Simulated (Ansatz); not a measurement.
A run of Ansatz 0.2.0:

The input input.yaml:

```yaml
crystal:
  lattice:
    - [0.0, 2.269, 2.269]
    - [2.269, 0.0, 2.269]
    - [2.269, 2.269, 0.0]
  atoms:
    - { symbol: P, position: [0.75, 0.75, 0.75] }
    - { symbol: B, position: [0.0, 0.0, 0.0] }
hamiltonian:
  xc: b3lyp
  pseudopotentials: { kind: paw }
kpoints:
  mp_grid: { grid: [5, 5, 5] }
scf:
  occupations: { method: fermi_dirac, width: 0.05 }
output:
  forces: true
  stress: true
relax:
  f_tol: 0.01
  max_steps: 40
  cell: { stress_tol: 0.05 }
```

Potentials or basis: Ansatz PAW.

Command:

```bash
$ ansatz run input.yaml --threads 2 --pin off --max-ram 5632MiB --backend cpu --events-out ev --progress --plain --runs-dir out
```

Hardware: 2 threads of Intel(R) Xeon(R) Processor @ 2.70GHz, on a shared host.

Estimate the wall time of this run.

It took 15 s on 2 threads of Intel(R) Xeon(R) Processor @ 2.70GHz (shared host), peak memory 0.56 GiB. Counts: scf iterations 42, plane waves 459, k points 10, bands 8, ion steps 4.
